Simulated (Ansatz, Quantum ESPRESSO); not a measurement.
**AlFe in the B2 ordering: electron–phonon coupling with Quantum ESPRESSO**

What λ does ph.x give for AlFe in the B2 ordering, and how does it hang on the broadening? The first relaxation steps of the session are not shown, so no cell shown is the starting entry, unless a step says so.

Main program and level: Ansatz 0.2.0 and Quantum ESPRESSO 7.5; DFT PBE, scalar-relativistic, plane waves, PAW, in the first sound run; inputs show where later runs differ.

The structure was built from a prototype and need not be the compound's stable phase.

**1. The cell after earlier relaxation steps**

Symmetry: Pm-3m, No. 221, cubic system. Conventional cell: a = 2.875 Å, b = 2.875 Å, c = 2.875 Å, α = 90.00°, β = 90.00°, γ = 90.00°. Nearest to Al lie 8 Fe at 2.49 Å. Nearest to Fe lie 8 Al at 2.49 Å. Farther neighbours are not listed.

As a file:

```cif
data_structure
_symmetry_space_group_name_H-M 'Pm-3m'
_symmetry_Int_Tables_number 221
_cell_length_a 2.8750
_cell_length_b 2.8750
_cell_length_c 2.8750
_cell_angle_alpha 90.000
_cell_angle_beta 90.000
_cell_angle_gamma 90.000
_cell_volume 23.76
loop_
_atom_site_label
_atom_site_type_symbol
_atom_site_symmetry_multiplicity
_atom_site_Wyckoff_symbol
_atom_site_fract_x
_atom_site_fract_y
_atom_site_fract_z
_atom_site_occupancy
Al1 Al 1 a 0.00000 0.00000 0.00000 1
Fe1 Fe 1 b 0.50000 0.50000 0.50000 1
```

**2. Relaxation**

Lattice constant and positions set the bands and the force constants, so the cell is relaxed first. Earlier relaxation steps are not shown.

File input.yaml:

```yaml
crystal:
  lattice:
    - [2.8750318958, 0.0, 0.0]
    - [0.0, 2.8750318958, 0.0]
    - [0.0, 0.0, 2.8750318958]
  atoms:
    - { symbol: Al, position: [0.0, 0.0, 0.0] }
    - { symbol: Fe, position: [0.5, 0.5, 0.5], spin: 0.83 }
kpoints:
  mp_grid: { grid: [10, 10, 10] }
hamiltonian:
  xc: pbe
scf:
  occupations: { method: gaussian, width: 0.1 }
output:
  forces: true
  stress: true
  eigenvalues: true
  populations: true
magnetization:
  spin_polarized: true
relax:
  adjacent_minimum: "off"
  f_tol: 0.005
  max_steps: 80
  cell: { stress_tol: 0.05 }
```

Command:

```sh
> ansatz run input.yaml --threads 4 --pin off --max-ram 8192MiB --backend cpu --events-out ev --progress --plain --runs-dir out
```

Numbers of over 12 decimals in the logs are rounded to 6 here.

The program printed:

```text
[the first part of the log is left out]
  E_aug_tail   = 0.000788  (compensation charges beyond the density's cutoff)
  E_ewald      = -2075.535215
  E_smearing   = -0.010558  (= −TS)
  E_closure    = -0.000000  (closes the sum)
  Σ components = -5018.627965   (vs F -5018.627965, Δ=0.00e0)
--- Forces (eV/Å), atoms counted from 1 ---
  atom   1  Al    -0.00000000    -0.00000000     0.00000000
  atom   2  Fe     0.00000000    -0.00000000    -0.00000000
  max |Σ_I F_I| component: 2.89e-29 eV/Å
--- Stress (GPa, compression-positive) ---
        0.025586       0.000000      -0.000000
       -0.000000       0.025586       0.000000
       -0.000000       0.000000       0.025586
  P = ⅓ Tr σ = 0.0256 GPa (0.256 kbar)
--- Band table (eV; the first three rows and the last of 112) ---
  k-point 0 ↑: bands = ["-72.6538", "-38.7148", "-38.7148", "-38.7148", "3.6207", "11.5102", "11.5102", "13.6645", "13.6645", "13.6645", "20.3716", "20.3716", "20.3716", "23.3287"]
  k-point 1 ↑: bands = ["-72.6534", "-38.7206", "-38.7144", "-38.7144", "3.8087", "11.4914", "11.5648", "13.5555", "13.5555", "13.6760", "18.9646", "20.6394", "20.6394", "23.2794"]
  k-point 2 ↑: bands = ["-72.6522", "-38.7358", "-38.7132", "-38.7132", "4.3652", "11.3220", "11.7122", "13.2932", "13.2932", "13.7063", "16.9867", "21.3815", "21.3815", "23.1388"]
  k-point 55 ↓: bands = ["-71.7711", "-37.9145", "-37.9145", "-37.9145", "10.8402", "10.8402", "10.8402", "15.1506", "15.1506", "17.0469", "17.0469", "17.0469", "18.2126", "20.3997"]
--- Relaxed structure (2 steps of the walk, 2 accepted, 1 SCFs on fresh bases) ---
  F+E_penalty+E_count = -5018.62796548 eV   max|allowed force component| = 1.500e-29 eV/Å   (the final SCF, on the basis selected at the relaxed cell)
  cell:  # Å, volume = 23.7703 Å³
    - [2.875266, 0.0, 0.0]
    - [0, 2.875266, 0.0]
    - [0.0, 0.0, 2.875266]
  atoms:
    - { symbol: Al, position: [0, 0.0, 0] }
    - { symbol: Fe, position: [0.5, 0.5, 0.5] }
--- Löwdin populations: 2 sites ---
  site symbol       q [e]    m [muB]
     0     Al      3.1477    -0.0699
     1     Fe     15.6944     0.8118
  spilling = 0.008310 (of n_electrons = 19.000000)
```

Run time: 2.7 s. Hardware: 4 threads of Arm Neoverse V1, shared host; peak memory 0.26 GiB; 9.2 s of CPU time.

Little changed from the start: no atom moved by 0.005 Å and no cell edge by 0.1 %.

Numbers from this step:

```yaml
magnetization: 0.7449 μB
absolute_magnetization: 0.8562 μB
site_moments: -0.03008, 0.7806 μB
pressure: 0.02559 GPa
volume_per_atom: 11.89 Å³
metallic_on_mesh: yes
gap_on_the_k_mesh: 0 eV
```

The largest force is now zero by symmetry and the largest stress component 0.026 GPa.

**3. Ground state with pw.x**

ph.x needs a tightly converged ground state on the same k mesh; the cell is that of the step before.

This step: DFT PBE, scalar-relativistic, plane waves, GBRV ultrasoft pseudopotentials (Quantum ESPRESSO 7.5).

File pw.in:

```
 &control
    calculation='scf',
    prefix='x',
    outdir='./tmp',
    pseudo_dir='./pseudo',
    tprnfor=.true.,
    tstress=.true.,
 /
 &system
    ibrav=1,
    celldm(1)=5.43346434,
    nat=2,
    ntyp=2,
    ecutwfc=52.0,
    ecutrho=416.0,
    occupations='smearing',
    smearing='mp',
    degauss=0.01469973,
    nbnd=19,
    nspin=2,
    starting_magnetization(2)=0.054,
 /
 &electrons
    conv_thr=1.0d-11,
    mixing_beta=0.5,
 /
ATOMIC_SPECIES
 Al     26.9815  Al.upf
 Fe     55.8450  Fe.upf
ATOMIC_POSITIONS crystal
 Al     0.000000000   0.000000000   0.000000000
 Fe     0.500000000   0.500000000   0.500000000
K_POINTS automatic
 8 8 8 0 0 0
```

Command:

```sh
> OMP_NUM_THREADS=1 mpirun -n 4 pw.x -nk 4 -in pw.in > pw.x.log
```

The program printed:

```text
Program PWSCF v.7.5

     This program is part of the open-source Quantum ESPRESSO suite
     for quantum simulation of materials; please cite
         "P. Giannozzi et al., J. Phys.:Condens. Matter 21 395502 (2009);
         "P. Giannozzi et al., J. Phys.:Condens. Matter 29 465901 (2017);
         "P. Giannozzi et al., J. Chem. Phys. 152 154105 (2020);
     in publications or presentations arising from this work. More details at

     G-vector sticks info
     --------------------
     sticks:   dense  smooth     PW     G-vecs:    dense   smooth      PW
     Sum         973     489    161                22983     8217    1503

     Using Slab Decomposition

     bravais-lattice index     =            1
     lattice parameter (alat)  =       5.4335  a.u.
     unit-cell volume          =     160.4096 (a.u.)^3
     number of atoms/cell      =            2
     number of atomic types    =            2
     number of electrons       =        19.00
     number of Kohn-Sham states=           19
     kinetic-energy cutoff     =      52.0000  Ry
     charge density cutoff     =     416.0000  Ry
     scf convergence threshold =      1.0E-11
     mixing beta               =       0.5000
     number of iterations used =            8  plain     mixing
     Exchange-correlation=  SLA  PW   PBX  PBC
                           (   1   4   3   4   0   0   0)

     celldm(1)=   5.433464  celldm(2)=   0.000000  celldm(3)=   0.000000
     celldm(4)=   0.000000  celldm(5)=   0.000000  celldm(6)=   0.000000

     crystal axes: (cart. coord. in units of alat)
               a(1) = (   1.000000   0.000000   0.000000 )
               a(2) = (   0.000000   1.000000   0.000000 )
               a(3) = (   0.000000   0.000000   1.000000 )

     reciprocal axes: (cart. coord. in units 2 pi/alat)
               b(1) = (  1.000000  0.000000  0.000000 )
               b(2) = (  0.000000  1.000000  0.000000 )
               b(3) = (  0.000000  0.000000  1.000000 )

     PseudoPot. # 1 for Al read from file:
     ./pseudo/Al.upf
     Pseudo is Ultrasoft + core correction, Zval =  3.0
     Using radial grid of  893 points,  3 beta functions with:
                l(1) =   0
                l(2) =   1
                l(3) =   2
     Q(r) pseudized with  8 coefficients,  rinner =    0.900   0.900   0.900
                                                       0.900   0.900

     PseudoPot. # 2 for Fe read from file:
     ./pseudo/Fe.upf
     Pseudo is Ultrasoft + core correction, Zval = 16.0
     Using radial grid of  861 points,  6 beta functions with:
                l(1) =   0
                l(2) =   0
                l(3) =   1
                l(4) =   1
                l(5) =   2
                l(6) =   2
     Q(r) pseudized with  8 coefficients,  rinner =    1.000   1.000   1.000
                                                       1.000   1.000

     atomic species   valence    mass     pseudopotential
     Al                3.00    26.98150     Al( 1.00)
     Fe               16.00    55.84500     Fe( 1.00)

     Starting magnetic structure
     atomic species   magnetization
     Al              0.000
     Fe              0.054

     48 Sym. Ops., with inversion, found

   Cartesian axes

     site n.     atom                  positions (alat units)
         1        Al     tau(   1) = (   0.0000000   0.0000000   0.0000000  )
         2        Fe     tau(   2) = (   0.5000000   0.5000000   0.5000000  )

     number of k points=    35  Methfessel-Paxton smearing, width (Ry)=  0.0147
                       cart. coord. in units 2pi/alat
        k(    1) = (   0.0000000   0.0000000   0.0000000), wk =   0.0019531
        k(    2) = (   0.0000000   0.0000000   0.1250000), wk =   0.0117188
        k(    3) = (   0.0000000   0.0000000   0.2500000), wk =   0.0117188
        k(    4) = (   0.0000000   0.0000000   0.3750000), wk =   0.0117188
        k(    5) = (   0.0000000   0.0000000  -0.5000000), wk =   0.0058594
        k(    6) = (   0.0000000   0.1250000   0.1250000), wk =   0.0234375
        k(    7) = (   0.0000000   0.1250000   0.2500000), wk =   0.0468750
        k(    8) = (   0.0000000   0.1250000   0.3750000), wk =   0.0468750
        k(    9) = (   0.0000000   0.1250000  -0.5000000), wk =   0.0234375
        k(   10) = (   0.0000000   0.2500000   0.2500000), wk =   0.0234375
        k(   11) = (   0.0000000   0.2500000   0.3750000), wk =   0.0468750
        k(   12) = (   0.0000000   0.2500000  -0.5000000), wk =   0.0234375
        k(   13) = (   0.0000000   0.3750000   0.3750000), wk =   0.0234375
        k(   14) = (   0.0000000   0.3750000  -0.5000000), wk =   0.0234375
        k(   15) = (   0.0000000  -0.5000000  -0.5000000), wk =   0.0058594
        k(   16) = (   0.1250000   0.1250000   0.1250000), wk =   0.0156250
[...]
k(   28) = (   0.2500000   0.2500000  -0.5000000), wk =   0.0234375
        k(   29) = (   0.2500000   0.3750000   0.3750000), wk =   0.0468750
        k(   30) = (   0.2500000   0.3750000  -0.5000000), wk =   0.0468750
        k(   31) = (   0.2500000  -0.5000000  -0.5000000), wk =   0.0117188
        k(   32) = (   0.3750000   0.3750000   0.3750000), wk =   0.0156250
        k(   33) = (   0.3750000   0.3750000  -0.5000000), wk =   0.0234375
        k(   34) = (   0.3750000  -0.5000000  -0.5000000), wk =   0.0117188
        k(   35) = (  -0.5000000  -0.5000000  -0.5000000), wk =   0.0019531

     Dense  grid:    22983 G-vectors     FFT dimensions: (  36,  36,  36)

     Smooth grid:     8217 G-vectors     FFT dimensions: (  25,  25,  25)

     Check: negative core charge=   -0.000019
     Generating pointlists ...
     new r_m :   0.3572 (alat units)  1.9410 (a.u.) for type    1
     new r_m :   0.3572 (alat units)  1.9410 (a.u.) for type    2

     Initial potential from superposition of free atoms

     starting charge      17.9975, renormalised to      19.0000
     Starting wfcs are   17 randomized atomic wfcs +    2 random wfcs

     per-process dynamical memory:    27.9 Mb

     Self-consistent Calculation

     iteration #  1     ecut=    52.00 Ry     beta= 0.50
     Davidson diagonalization with overlap
     ethr =  1.00E-02,  avg # of iterations =  5.7

     total energy              =    -255.07064976 Ry
     estimated scf accuracy    <       3.70004069 Ry

     total magnetization       =     0.45 Bohr mag/cell
     absolute magnetization    =     0.51 Bohr mag/cell

     iteration #  2     ecut=    52.00 Ry     beta= 0.50
     Davidson diagonalization with overlap
     ethr =  1.00E-02,  avg # of iterations =  2.2

[...]
12.9540  13.5373  15.9714  21.6749  21.6749  22.9107  26.5179  30.2497
    30.2497  32.5804  32.9338

          k = 0.0000 0.0000 0.3750 (  1004 PWs)   bands (ev):

   -72.8664 -38.9841 -38.9278 -38.9278   5.9242   9.5709  11.8146  12.6422
    12.6422  13.5793  14.8976  22.6709  23.2643  23.2643  27.6337  27.6337
    27.7722  31.1413  31.9486

          k = 0.0000 0.0000-0.5000 (  1020 PWs)   bands (ev):

   -72.8657 -38.9930 -38.9270 -38.9270   7.6182   7.7719  11.9113  12.5233
    12.5233  13.5968  14.6957  22.5583  24.8625  24.8625  25.7045  25.7045
    28.6440  30.6173  30.6664

          k = 0.0000 0.1250 0.1250 (  1009 PWs)   bands (ev):

   -72.8690 -38.9406 -38.9401 -38.9307   3.9786  11.3261  11.3930  13.1200
    13.2940  13.3736  18.2469  18.9275  20.9653  23.9088  25.9710  30.7277
    30.9470  33.2463  33.3532

          k = 0.0000 0.1250 0.2500 (  1018 PWs)   bands (ev):

   -72.8674 -38.9618 -38.9384 -38.9289   4.8285  10.9970  11.5883  12.7637
    12.9770  13.3928  16.1785  19.5492  22.0542  23.9655  27.8567  28.2671
    30.4227  33.0251  33.3944

          k = 0.0000 0.1250 0.3750 (  1017 PWs)   bands (ev):

   -72.8657 -38.9831 -38.9365 -38.9271   6.1788   9.7400  11.8470  12.5333
    12.6742  13.4401  14.9596  20.7083  23.5758  23.6191  26.3478  27.8348
    29.3408  31.4270  34.0550

          k = 0.0000 0.1250-0.5000 (  1016 PWs)   bands (ev):

[...]
30.3117  30.5398  33.0772

          k = 0.0000 0.2500 0.2500 (  1007 PWs)   bands (ev):

[...]
30.6026  31.3558  32.5250

          k = 0.0000 0.2500 0.3750 (  1017 PWs)   bands (ev):

[...]
30.8669  31.7961  32.7433

          k = 0.0000 0.2500-0.5000 (  1024 PWs)   bands (ev):

[...]
30.2523  32.1936  33.0926

          k = 0.0000 0.3750 0.3750 (  1027 PWs)   bands (ev):

[...]
30.3440  30.4225  32.9051

          k = 0.0000 0.3750-0.5000 (  1016 PWs)   bands (ev):

[...]
29.9134  30.6495  32.2777

          k = 0.0000-0.5000-0.5000 (  1024 PWs)   bands (ev):

[...]
30.0334  30.0335  33.0004

          k = 0.1250 0.1250 0.1250 (  1012 PWs)   bands (ev):

[...]
30.8516  31.2525  31.7811

          k = 0.1250 0.1250 0.2500 (  1022 PWs)   bands (ev):

[...]
k = 0.1250 0.1250 0.3750 (  1016 PWs)   bands (ev):

[...]
k = 0.1250 0.1250-0.5000 (  1018 PWs)   bands (ev):

[...]
k = 0.1250 0.2500 0.2500 (  1010 PWs)   bands (ev):

[...]
k = 0.1250 0.2500 0.3750 (  1013 PWs)   bands (ev):

[...]
k = 0.1250 0.2500-0.5000 (  1016 PWs)   bands (ev):

[...]
k = 0.1250 0.3750 0.3750 (  1018 PWs)   bands (ev):

[...]
k = 0.1250 0.3750-0.5000 (  1018 PWs)   bands (ev):

[...]
k = 0.1250-0.5000-0.5000 (  1024 PWs)   bands (ev):

[...]
k = 0.2500 0.2500-0.5000 (  1022 PWs)   bands (ev):

[...]
k = 0.2500 0.3750-0.5000 (  1010 PWs)   bands (ev):

[...]
k = 0.2500-0.5000-0.5000 (  1016 PWs)   bands (ev):

[...]
k = 0.3750 0.3750-0.5000 (  1018 PWs)   bands (ev):

[...]
k = 0.3750-0.5000-0.5000 (  1016 PWs)   bands (ev):

[...]
k =-0.5000-0.5000-0.5000 (  1064 PWs)   bands (ev):

[...]
------ SPIN DOWN ----------

[...]
k = 0.0000 0.0000-0.5000 (  1020 PWs)   bands (ev):

[...]
k = 0.0000 0.1250-0.5000 (  1016 PWs)   bands (ev):

[...]
k = 0.0000 0.2500-0.5000 (  1024 PWs)   bands (ev):

[...]
k = 0.0000 0.3750-0.5000 (  1016 PWs)   bands (ev):

[...]
k = 0.0000-0.5000-0.5000 (  1024 PWs)   bands (ev):

[...]
k = 0.1250 0.1250 0.3750 (  1016 PWs)   bands (ev):

[...]
k = 0.1250 0.1250-0.5000 (  1018 PWs)   bands (ev):

[...]
k = 0.1250 0.2500 0.2500 (  1010 PWs)   bands (ev):

[...]
k = 0.1250 0.2500 0.3750 (  1013 PWs)   bands (ev):

[...]
k = 0.1250 0.2500-0.5000 (  1016 PWs)   bands (ev):

[...]
k = 0.1250 0.3750 0.3750 (  1018 PWs)   bands (ev):

[...]
k = 0.1250 0.3750-0.5000 (  1018 PWs)   bands (ev):

[...]
k = 0.1250-0.5000-0.5000 (  1024 PWs)   bands (ev):

[...]
k = 0.2500 0.2500 0.2500 (  1018 PWs)   bands (ev):

[...]
k = 0.2500 0.2500 0.3750 (  1014 PWs)   bands (ev):

[...]
k = 0.2500 0.2500-0.5000 (  1022 PWs)   bands (ev):

[...]
31.8044  32.9262  35.6349

          k = 0.2500 0.3750 0.3750 (  1014 PWs)   bands (ev):

[...]
30.2746  34.2354  36.9639

          k = 0.2500 0.3750-0.5000 (  1010 PWs)   bands (ev):

[...]
29.1366  34.9347  38.1532

          k = 0.2500-0.5000-0.5000 (  1016 PWs)   bands (ev):

[...]
27.8776  35.8868  38.3971

          k = 0.3750 0.3750 0.3750 (  1015 PWs)   bands (ev):

   -71.9230 -38.0645 -38.0638 -38.0638   9.4957  11.0381  11.0381  14.0800
    14.0800  14.1538  17.4082  17.4082  18.8306  21.6227  21.6227  22.5398
    27.6901  37.8386  37.8386

          k = 0.3750 0.3750-0.5000 (  1018 PWs)   bands (ev):

   -71.9223 -38.0729 -38.0632 -38.0628  10.0036  10.7445  10.9503  14.1242
    14.1976  15.6498  15.7126  18.3203  18.7341  20.2818  21.3084  22.6313
    26.4751  38.3807  39.7882

          k = 0.3750-0.5000-0.5000 (  1016 PWs)   bands (ev):

   -71.9216 -38.0719 -38.0719 -38.0621  10.3555  10.7333  10.7333  14.2099
    15.0045  16.1582  16.1582  17.1993  18.1166  20.6898  21.3043  21.3043
    25.2810  39.5555  41.3919

          k =-0.5000-0.5000-0.5000 (  1064 PWs)   bands (ev):

   -71.9210 -38.0709 -38.0709 -38.0709  10.6279  10.6279  10.6279  15.0109
    15.0109  16.9035  16.9035  16.9035  17.9201  20.1889  20.1889  20.1889
    24.2492  41.6717  41.6717

     the Fermi energy is    13.9108 ev

!    total energy              =    -257.09845515 Ry
     estimated scf accuracy    <          6.4E-12 Ry
     smearing contrib. (-TS)   =      -0.00001647 Ry
     internal energy E=F+TS    =    -257.09843868 Ry

     The total energy is F=E-TS. E is the sum of the following terms:
     one-electron contribution =    -160.91165930 Ry
     hartree contribution      =      89.99256519 Ry
     xc contribution           =     -33.63031999 Ry
     ewald contribution        =    -152.54902459 Ry

     total magnetization       =     0.76 Bohr mag/cell
     absolute magnetization    =     0.88 Bohr mag/cell

     convergence has been achieved in  14 iterations

     Forces acting on atoms (cartesian axes, Ry/au):

     atom    1 type  1   force =     0.00000000    0.00000000    0.00000000
     atom    2 type  2   force =     0.00000000    0.00000000    0.00000000

     Total force =     0.000000     Total SCF correction =     0.000000

     Computing stress (Cartesian axis) and pressure

          total   stress  (Ry/bohr**3)                   (kbar)     P=        0.61
   0.00000418   0.00000000   0.00000000            0.61        0.00        0.00
   0.00000000   0.00000418   0.00000000            0.00        0.61        0.00
   0.00000000   0.00000000   0.00000418            0.00        0.00        0.61

     Writing all to output data dir ./tmp/x.save/ :
     XML data file, charge density, pseudopotentials, collected wavefunctions

   JOB DONE.
```

The job ended after 7.1 s (4 MPI ranks; 28 s of CPU time).

This step gave:

* pressure: 0.061 GPa
* magnetization: 0.76 μB

With these potentials, mesh and smearing the cell is at 0.061 GPa.

(Part 1 of 6 ends here.)

[Logs are printed without paths, hosts, clocks, repeated set-up lines and the standing remarks that a program may print on its own settings, such as how far it seeks lower states.]

[Hosts, paths, dates, database ids (printed as entryN), source tags and the programs' standing remarks are cut or masked in the printed files.]
